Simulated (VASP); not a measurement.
# Mg (I4/mmm) in VASP: notebook

Runs on Mg. Level: LDA. Tasks: single point, relaxation of cell and atoms.

Everything below comes from runs of VASP 6.6.1. Logs are shortened: lines on timing, memory, paths and dates and some standing lists are left out, and cuts for length are marked.

### Step 1. The crystal as given

Symmetry: I4/mmm, No. 139, tetragonal system. The conventional cell has a = 3.564 Å, b = 3.564 Å, c = 3.408 Å, α = 90.00°, β = 90.00°, γ = 90.00°. Mg (site symmetry 4/mmm) has 10 Mg at 3.04 to 3.41 Å as nearest neighbours.

This isn't the form of Mg at room conditions, which is hcp.

### Step 2. Single point, LDA

INCAR

```
SYSTEM = Mg
  PREC = Accurate
  ENCUT = 520
  EDIFF = 1E-6
  ISMEAR = -1
  SIGMA = 0.15
  LREAL = .False.
  LASPH = .True.
  NELM = 100
  ALGO = Fast
  ISIF = 2
  LWAVE = .False.
  LCHARG = .False.
  NBANDS = 7
```

KPOINTS

```
Automatic mesh
0
Gamma
  16 16 16
  0 0 0
```

POSCAR

```
Mg
1.0
   -1.7820420158      1.7820420158      1.7039518613
    1.7820420158     -1.7820420158      1.7039518613
    1.7820420158      1.7820420158     -1.7039518613
Mg
1
Direct
    0.0000000000      0.0000000000      0.0000000000
```

Potentials or basis: VASP PAW LDA potentials, release 64 (Mg).

The run is started by

```
> cat potpaw_LDA.64/Mg/POTCAR > POTCAR
> mpirun -np 1 vasp_std > vasp.out
```

OUTCAR:

```text
SYSTEM = Mg
   PREC = Accurate
   ENCUT = 520
   EDIFF = 1E-6
   ISMEAR = -1
   LREAL = .False.
   LASPH = .True.
   NELM = 100
   ISIF = 2

 ion  position               nearest neighbor table
   1  0.000  0.000  0.000-

  LATTYP: Found a body centered tetragonal cell.
 ALAT       =     3.5640840316
 C/A-ratio  =     0.9561793977

  Lattice vectors:

 A1 = (  -1.7820420158,   1.7820420158,   1.7039518613)
 A2 = (   1.7820420158,  -1.7820420158,   1.7039518613)
 A3 = (   1.7820420158,   1.7820420158,  -1.7039518613)

Analysis of symmetry for initial positions (statically):
=====================================================================
 Subroutine PRICEL returns:
 Original cell was already a primitive cell.

 Routine SETGRP: Setting up the symmetry group for a
 body centered tetragonal supercell.

 Subroutine GETGRP returns: Found 16 space group operations
 (whereof 16 operations were pure point group operations)
 out of a pool of 16 trial point group operations.

The static configuration has the point symmetry D_4h.

Analysis of symmetry for dynamics (positions and initial velocities):
=====================================================================
 Subroutine PRICEL returns:
 Original cell was already a primitive cell.

 Routine SETGRP: Setting up the symmetry group for a
 body centered tetragonal supercell.

 Subroutine GETGRP returns: Found 16 space group operations
 (whereof 16 operations were pure point group operations)
 out of a pool of 16 trial point group operations.

The dynamic configuration has the point symmetry D_4h.

 Subroutine INISYM returns: Found 16 space group operations
 (whereof 16 operations are pure point group operations),
 and found     1 'primitive' translations

----------------------------------------------------------------------------------------

                                     Primitive cell

  volume of cell :      21.6448

  direct lattice vectors                    reciprocal lattice vectors
    -1.782042016  1.782042016  1.703951861     0.000000000  0.280576999  0.293435520
     1.782042016 -1.782042016  1.703951861     0.280576999  0.000000000  0.293435520
     1.782042016  1.782042016 -1.703951861     0.280576999  0.280576999  0.000000000

  length of vectors
     3.042170186  3.042170186  3.042170186     0.405989971  0.405989971  0.396795797

  position of ions in fractional coordinates (direct lattice)
     0.000000000  0.000000000  0.000000000

  ion indices of the primitive-cell ions
   primitive index   ion index
                 1           1

----------------------------------------------------------------------------------------

 KPOINTS: Automatic mesh

Automatic generation of k-mesh.
 Grid dimensions read from file:
 generate k-points for:   16   16   16

 Generating k-lattice:

  Cartesian coordinates                     Fractional coordinates (reciprocal lattice)
     0.000000000  0.017536062  0.018339720     0.062500000  0.000000000  0.000000000
     0.017536062  0.000000000  0.018339720     0.000000000  0.062500000  0.000000000
     0.017536062  0.017536062  0.000000000     0.000000000  0.000000000  0.062500000

  Length of vectors
     0.025374373  0.025374373  0.024799737

  Shift w.r.t. Gamma in fractional coordinates (k-lattice)
     0.000000000  0.000000000  0.000000000

 Subroutine IBZKPT returns following result:
 ===========================================

 Found    349 irreducible k-points:

 Following reciprocal coordinates:
            Coordinates               Weight
  0.000000  0.000000  0.000000      1.000000
  0.062500  0.000000 -0.000000      8.000000
  0.125000  0.000000 -0.000000      8.000000
  0.187500  0.000000  0.000000      8.000000
  0.250000  0.000000 -0.000000      8.000000
  0.312500  0.000000 -0.000000      8.000000
[... 16 lines left out ...]
 -0.125000  0.062500  0.000000     16.000000
 -0.062500  0.062500  0.000000      4.000000
 [... further k-points ...]
   k-points           NKPTS =    349   k-points in BZ     NKDIM =    349   number of bands    NBANDS=      7
   number of dos      NEDOS =    301   number of ions     NIONS =      1
   total plane-waves  NPLWV =  13824
   dimension x,y,z NGX =    24 NGY =   24 NGZ =   24
   dimension x,y,z NGXF=    48 NGYF=   48 NGZF=   48
   ions per type =               1
   NGX,Y,Z   is equivalent  to a cutoff of  13.12, 13.12, 13.12 a.u.
   NGXF,Y,Z  is equivalent  to a cutoff of  26.23, 26.23, 26.23 a.u.
 SYSTEM =  Mg
   PREC   = accura    normal or accurate (medium, high low for compatibility)
   ISTART =      0    job   : 0-new  1-cont  2-samecut
   ICHARG =      2    charge: 1-file 2-atom 10-const
   ISPIN  =      1    spin polarized calculation?
   LNONCOLLINEAR =      F non collinear calculations
   LSORBIT =      F    spin-orbit coupling
   LASPH  =      T    aspherical Exc in radial PAW
   ENCUT  =  520.0 eV  38.22 Ry    6.18 a.u.   5.66  5.66  5.66*2*pi/ulx,y,z
   NELM   =    100;   NELMIN=  2; NELMDL= -5     # of ELM steps
   EDIFF  = 0.1E-05   stopping-criterion for ELM
   LREAL  =      F    real-space projection
   EDIFFG = 0.1E-04   stopping-criterion for IOM
   NSW    =      0    number of steps for IOM
   IBRION =     -1    ionic relax: 0-MD 1-quasi-New 2-CG
   NFREE  =      0    steps in history (QN), initial steepest desc. (CG)
   ISIF   =      2    stress and relaxation
   ISYM   =      2    0-nonsym 1-usesym 2-fastsym
   POTIM  = 0.5000    time-step for ionic-motion
   TEBEG  =    0.0;   TEEND  =   0.0 temperature during run
   PSTRESS=    0.0 pullay stress
   NELECT =       2.0000    total number of electrons
   NUPDOWN=      -1.0000    fix difference up-down
   EMIN   =  10.00;   EMAX   =-10.00  energy-range for DOS
   EFERMI =   0.00;   METHOD = LEGACY
   ISMEAR =    -1;   SIGMA  =   0.15  broadening in eV -4-tet -1-fermi 0-gaus
   EFERMI_NEDOS =   21; number of points for ismear=-14 and -15
   IALGO  =     68    algorithm
   IMIX   =      4    mixing-type and parameters
     AMIX     =   0.40;   BMIX     =  1.00
     AMIX_MAG =   1.60;   BMIX_MAG =  1.00
  volume/ion in A,a.u.               =      21.64       146.07
  Fermi-wavevector in a.u.,A,eV,Ry     =   0.740117  1.398618  7.452908  0.547773
  Thomas-Fermi vector in A             =   1.834443
   LORBIT       =      0    0 simple, 1 ext, 2 COOP (PROOUT), +10 PAW based schemes
   GGA     = CA    functional components
   LHFCALC =     F    Hartree Fock is set to
   AEXX    =    0.0000 exact exchange contribution
   IVDW    =     0    specifies the selected vdW correction
   LEPSILON=     F    determine dielectric tensor
   LRPA    =     F    only Hartree local field effects (RPA)
 non-spin polarized calculation
 RMM-DIIS sequential band-by-band and
  energy-cutoff  :      520.00
  volume of cell :       21.64
 maximum number of plane-waves:       598
   NGX = 11   NGY = 11   NGZ = 11

 number of electron       2.0000000 magnetization

 Free energy of the ion-electron system (eV)
  ---------------------------------------------------
  ext. energy  EPLUGINS =         0.00000000
  ---------------------------------------------------
  free energy    TOTEN  =        -1.79652787 eV

  energy without entropy =       -1.76550792  energy(sigma->0) =       -1.78101790

 E-fermi :   2.8177     XC(G=0):  -8.8748

 val. band max:        2.7982972484   @ k =  -0.3750  -0.4375   0.1875
 cond. band min:       2.8212010942   @ k =  -0.1250   0.5000   0.0625
 fundamental gap:      0.0229038458
 Fermi energy:         2.8176740269

 k-point     1 :       0.0000    0.0000    0.0000
  band No.  band energies     occupation
      1      -4.3913      2.00000
      2      15.5238      0.00000
      3      16.4523      0.00000
      4      16.4523      0.00000
      5      17.7565      0.00000
      6      18.0729      0.00000
      7      18.0729      0.00000

 k-point     2 :       0.0625    0.0000   -0.0000
  band No.  band energies     occupation
      1      -4.2943      2.00000
      2      15.0837      0.00000
      3      15.3443      0.00000
      4      15.9448      0.00000
      5      16.8789      0.00000
      6      17.9228      0.00000
      7      18.5000      0.00000

 k-point     3 :       0.1250    0.0000   -0.0000
  band No.  band energies     occupation
      1      -4.0037      2.00000
      2      13.1800      0.00000
      3      14.2703      0.00000
      4      15.0321      0.00000
      5      15.9345      0.00000
      6      17.1824      0.00000
      7      18.9130      0.00000

 k-point     4 :       0.1875    0.0000    0.0000
  band No.  band energies     occupation
      1      -3.5216      2.00000
      2      10.9414      0.00000
      3      13.4588      0.00000
      4      14.1645      0.00000
      5      15.0798      0.00000
      6      16.5104      0.00000
      7      19.3871      0.00000

 k-point     5 :       0.2500    0.0000   -0.0000
  band No.  band energies     occupation
      1      -2.8509      2.00000
      2       8.7993      0.00000
      3      12.7422      0.00000
      4      13.4468      0.00000
      5      14.3633      0.00000
      6      15.8835      0.00000
      7      19.9292      0.00000
[... 161 lines left out ...]
 k-point    22 :      -0.1875    0.0625   -0.0000
  band No.  band energies     occupation
      1      -3.7271      2.00000
      2      12.0670      0.00000
      3      12.7198      0.00000
      4      14.6585      0.00000
      5      15.8063      0.00000
      6      17.6157      0.00000
      7      18.8101      0.00000

 k-point    23 :      -0.1250    0.0625    0.0000
  band No.  band energies     occupation
      1      -4.1092      2.00000
      2      13.4844      0.00000
      3      14.4223      0.00000
      4      15.5287      0.00000
      5      16.5349      0.00000
      6      17.6840      0.00000
      7      18.7691      0.00000

 k-point    24 :      -0.0625    0.0625    0.0000
  band No.  band energies     occupation
      1      -4.2986      2.00000
      2      14.4690      0.00000
      3      16.0276      0.00000
      4      16.0493      0.00000
      5      17.0414      0.00000
      6      17.7601      0.00000
      7      18.3842      0.00000

 [... further k-points ...]
[... 5 lines left out ...]
  --------------------------------------------------------------------------------------
  -------------------------------------------------------------------------------------
  Total       -0.0447058     -0.0447058     -0.0444698      0.0000000      0.0000000      0.0000000
  in kB       -3.3091893     -3.3091893     -3.2917211      0.0000000      0.0000000      0.0000000
  external PRESSURE =      -3.3033666 kB  Pullay stress =       0.0000000 kB

 VOLUME and BASIS-vectors are now :
 -----------------------------------------------------------------------------
  energy-cutoff  :      520.00
  volume of cell :       21.64
      direct lattice vectors                 reciprocal lattice vectors
    -1.782042016  1.782042016  1.703951861     0.000000000  0.280576999  0.293435520
     1.782042016 -1.782042016  1.703951861     0.280576999  0.000000000  0.293435520
     1.782042016  1.782042016 -1.703951861     0.280576999  0.280576999  0.000000000

 POSITION                                       TOTAL-FORCE (eV/Angst)
 -----------------------------------------------------------------------------------
      0.00000      0.00000      0.00000         0.000000      0.000000     -0.000000
 -----------------------------------------------------------------------------------
    total drift:                                0.000000      0.000000      0.000000

  FREE ENERGIE OF THE ION-ELECTRON SYSTEM (eV)
  ---------------------------------------------------
  free  energy   TOTEN  =        -1.7965278721 eV

  energy  without entropy=       -1.7655079249  energy(sigma->0) =       -1.78101790
```

Run time: 14 s. Hardware: 1 thread of Intel Xeon Platinum 8488C (Sapphire Rapids), shared host; peak memory 0.17 GiB.

What came out:

```yaml
Free_energy: -1.7965 eV
Pressure: -0.3 GPa
Band_gap_on_the_k_mesh: none (metal or under the smearing width)
```

[end of part 1 of 2]
